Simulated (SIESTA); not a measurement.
Crystal: SnO2 (Cassiterite).

```
Sn O
1.0
     4.73800    0.00000    0.00000
     0.00000    4.73800    0.00000
     0.00000    0.00000    3.18650
Sn O
2 4
Direct
  0.50000 0.50000 0.50000
  0.00000 0.00000 0.00000
  0.80710 0.19290 0.50000
  0.69290 0.69290 0.00000
  0.19290 0.80710 0.50000
  0.30710 0.30710 0.00000
```

Base run:

```yaml
Program: SIESTA 5.4.2
Functional: PBE
Potentials_or_basis: SG15 1.2 (PBE files) or PseudoDojo by element
Basis: DZP (energy shift 0.003 Ry; two zetas on semicore shells)
Grid_cutoff: 800 Ry
Energy_shift: 0.003 Ry
k_mesh: 6 × 6 × 8
Occupations: fermi-dirac, width 0.05 eV
Spin: no spin polarisation
```

Its results: band gap on the k mesh 0.97 eV, direct; pressure 19.7 GPa; largest force 0.326 eV/Å.

**Question.** After a change of settings the same cell gave: band gap on the k mesh 0.96 eV, direct; pressure 13.3 GPa; largest force 0.281 eV/Å. Which change was it?
A. potentials or basis from SG15 1.2 (PBE files) or PseudoDojo by element to PseudoDojo 0.4 standard (PBE files); basis from DZP (energy shift 0.003 Ry; two zetas on semicore shells) to DZ (energy shift 0.003 Ry; two zetas on semicore shells)
B. potentials or basis from SG15 1.2 (PBE files) or PseudoDojo by element to PseudoDojo 0.4 standard (PBE files); basis from DZP (energy shift 0.003 Ry; two zetas on semicore shells) to TZDP (energy shift 0.003 Ry; two zetas on semicore shells)
C. potentials or basis from SG15 1.2 (PBE files) or PseudoDojo by element to PseudoDojo 0.4 standard (PBE files); basis from DZP (energy shift 0.003 Ry; two zetas on semicore shells) to TZP (energy shift 0.003 Ry; two zetas on semicore shells)
D. functional from PBE to vdW-DF-cx; potentials or basis from SG15 1.2 (PBE files) or PseudoDojo by element to PseudoDojo 0.4 standard (PBE files)

**Answer.** D.

Caveats: spin-orbit coupling is left out, which moves the levels of the heavy elements; the basis of atomic orbitals isn't converged, which shifts pressures, moduli and gaps; so large a pressure means that the cell lies far from this level's equilibrium, or that cutoff or potentials fall short (some runs); the potentials were made for another functional, which shifts forces and pressure (some runs).
